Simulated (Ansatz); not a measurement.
**SnO under changes of volume**

One of the cells (17.769 Å³/atom); the others are scaled copies at fixed shape and fractional positions:

```
Sn O
1.0
     3.81370    0.00000    0.00000
     0.00000    3.81370    0.00000
     0.00000    0.00000    4.88691
Sn O
2 2
Direct
  0.50000 0.00000 0.76463
  0.00000 0.50000 0.23537
  0.00000 0.00000 0.00000
  0.50000 0.50000 0.00000
```

The cell is a database's computed one.

| Item | Value |
| --- | --- |
| Program | Ansatz 0.2.0 |
| Functional | PBE |
| Potentials or basis | SPMS NC |
| Cutoff | 1034 eV (not typed: the program's choice for these potentials) |
| k mesh | 7 × 7 × 6 |
| Occupations | fermi-dirac, width 0.05 eV |
| Spin | no spin polarisation |

| volume (Å³/atom) | energy over the lowest point (meV/atom) | pressure (GPa) | gap on the mesh (eV) | largest force (eV/Å) |
| --- | --- | --- | --- | --- |
| 16.703 | 55.02 | 10.7 | 0.13 | 1.290 |
| 17.058 | 34.15 | 8.1 | 0.21 | 0.950 |
| 17.414 | 18.72 | 5.8 | 0.29 | 0.638 |
| 17.769 | 8.20 | 3.7 | 0.37 | 0.350 |
| 18.125 | 2.10 | 1.8 | 0.44 | 0.082 |
| 18.480 | 0.00 | 0.1 | 0.50 | 0.166 |
| 18.835 | ? | ? | ? | ? |

Q: What does the run at 18.835 Å³/atom give?

A: Energy over the lowest point 1.48 meV/atom; pressure -1.4 GPa; gap on the mesh 0.57 eV; largest force 0.398 eV/Å.

Worked out: A Birch-Murnaghan fit of order 3 (a polynomial in V^(-2/3)) to the other rows has its minimum at 18.50 Å³/atom, just outside them, with B0 = V·E''(V) = 84 GPa and B' = 4.4 at fixed shape and positions, which overstates the stiffness. It gives 1.48 meV/atom at 18.835 Å³/atom, against the run's 1.48, and -dE/dV = -1.4 GPa, against -1.4. A straight line through the other rows of the gap, of slope 3.7 eV per unit of ln V, extrapolates to 0.58 eV, against the run's 0.57.

Energies are extrapolated to zero smearing.

Caveats: odd divisions of the mesh miss points on the zone boundary, where band edges often lie, so the gap on the mesh can be too wide; spin-orbit coupling is left out, which moves the levels of the heavy elements; forces of over 1 eV/Å show positions far from the minimum, so gaps and moduli don't describe the material at rest (some runs).

A mesh can miss the band edges.
